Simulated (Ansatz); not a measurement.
Te: from a trial structure to a relaxed crystal

Level of theory: Ansatz 0.2.0, DFT PBE, scalar-relativistic, plane waves, PAW. Cutoff 420 eV, Γ-centred k mesh, Gaussian smearing, no spin polarisation in the final step.

A relaxed cell is given with its space group left out.

```
CELL_PARAMETERS angstrom
-3.19282 3.19282 1.57771
3.19282 -3.19282 1.57771
3.19282 3.19282 -1.57771
ATOMIC_POSITIONS crystal
Te 0.00000 0.00000 0.00000
Te 0.75000 0.25000 0.50000
```

Energies count from the standard state of Te at the same level.

Question: What space group does it have?

Answer: I4_1/amd (No. 141). Conventional cell: a = 6.386 Å, c = 3.155 Å. Around Te lie 6 Te at 3.16–3.29 Å.

Question: How far above the standard state of Te does it lie?

Answer: 0.22 eV/atom.

Question: Is it a metal?

Answer: Yes, bands cross the Fermi level on the 14×14×14 mesh.

The final run used a 14×14×14 mesh on its 2-atom cell and 0.10 eV smearing. For metals, differences of a few meV/atom aren't resolved. Spin–orbit coupling is left out. The cell came from a trial start, so Te may not exist in this structure.